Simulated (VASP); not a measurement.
Write the native input for VASP 6.6.1 that does the following.

```yaml
Task: band structure
Functional: AM05
Potentials_or_basis: VASP PAW PBE potentials, release 64 (Pt, S)
Cutoff: 520 eV
k_mesh: 9 × 9 × 5
Occupations: fermi-dirac, width 0.05 eV
Spin: no spin polarisation
Further_INCAR_settings: ALGO = Normal; EDIFF = 1e-06
```

PtS2:

```
CELL_PARAMETERS angstrom
3.54320 0.00000 0.00000
-1.77160 3.06850 0.00000
0.00000 0.00000 5.03880
ATOMIC_POSITIONS crystal
Pt 0.00000 0.00000 0.00000
S 0.66667 0.33333 0.77300
S 0.33333 0.66667 0.22700
```

One way to write it, as run:

POSCAR

```
PtS2
1.0
    3.5432000000      0.0000000000      0.0000000000
   -1.7716000000      3.0685012107      0.0000000000
    0.0000000000      0.0000000000      5.0388000000
Pt S
1 2
Direct
    0.0000000000      0.0000000000      0.0000000000
    0.6666666667      0.3333333333      0.7730000000
    0.3333333333      0.6666666667      0.2270000000
```

INCAR.step1

```
SYSTEM = PtS2
  ALGO = Normal
  EDIFF = 1E-6
  ENCUT = 520
  GGA = AM
  ISIF = 2
  ISMEAR = -1
  LASPH = .True.
  LCHARG = .True.
  LMAXMIX = 4
  LREAL = .False.
  LWAVE = .False.
  NELM = 60
  PREC = Accurate
  SIGMA = 0.05
```

KPOINTS.step1

```
k-points
0
Gamma
  9 9 5
  0 0 0
```

INCAR.step2

```
SYSTEM = PtS2
  ALGO = Normal
  EDIFF = 1E-6
  ENCUT = 520
  GGA = AM
  ICHARG = 11
  ISIF = 2
  ISMEAR = 0
  LASPH = .True.
  LCHARG = .False.
  LMAXMIX = 4
  LREAL = .False.
  LWAVE = .False.
  NELM = 60
  PREC = Accurate
  SIGMA = 0.05
```

KPOINTS.step2

```
path GMKGALHA,LM,KH
20
line-mode
reciprocal
 0.0000000000  0.0000000000  0.0000000000  G
 0.5000000000  0.0000000000  0.0000000000  M

 0.5000000000  0.0000000000  0.0000000000  M
 0.3333333333  0.3333333333  0.0000000000  K

 0.3333333333  0.3333333333  0.0000000000  K
 0.0000000000  0.0000000000  0.0000000000  G

 0.0000000000  0.0000000000  0.0000000000  G
 0.0000000000  0.0000000000  0.5000000000  A

 0.0000000000  0.0000000000  0.5000000000  A
 0.5000000000  0.0000000000  0.5000000000  L

 0.5000000000  0.0000000000  0.5000000000  L
 0.3333333333  0.3333333333  0.5000000000  H

 0.3333333333  0.3333333333  0.5000000000  H
 0.0000000000  0.0000000000  0.5000000000  A

 0.5000000000  0.0000000000  0.5000000000  L
 0.5000000000  0.0000000000  0.0000000000  M

 0.3333333333  0.3333333333  0.0000000000  K
 0.3333333333  0.3333333333  0.5000000000  H
```

Potentials or basis: VASP PAW PBE potentials, release 64 (Pt, S).

Run with:

```console
$ cat potpaw_PBE.64/Pt/POTCAR potpaw_PBE.64/S/POTCAR > POTCAR
$ cp INCAR.step1 INCAR
$ cp KPOINTS.step1 KPOINTS
$ mpirun -np 1 vasp_std > vasp.out
$ cp INCAR.step2 INCAR
$ cp KPOINTS.step2 KPOINTS
$ mpirun -np 1 vasp_std > vasp.out
```

Results of the run:

| Property | Result |
| --- | --- |
| Band gap on the k mesh | 1.00 eV, indirect (least direct gap 1.03 eV) |
| Band gap along the path | 1.00 eV, indirect (least direct gap 1.52 eV) |

Caveat: the log is that of the step along the path at fixed density, whose energy, stress, charges and moments have no meaning; spin-orbit coupling is left out, which moves the levels of the heavy elements.

Run time: 65 s on 1 thread of Intel(R) Xeon(R) 6975P-C (Granite Rapids) (shared host), peak memory 0.27 GiB.
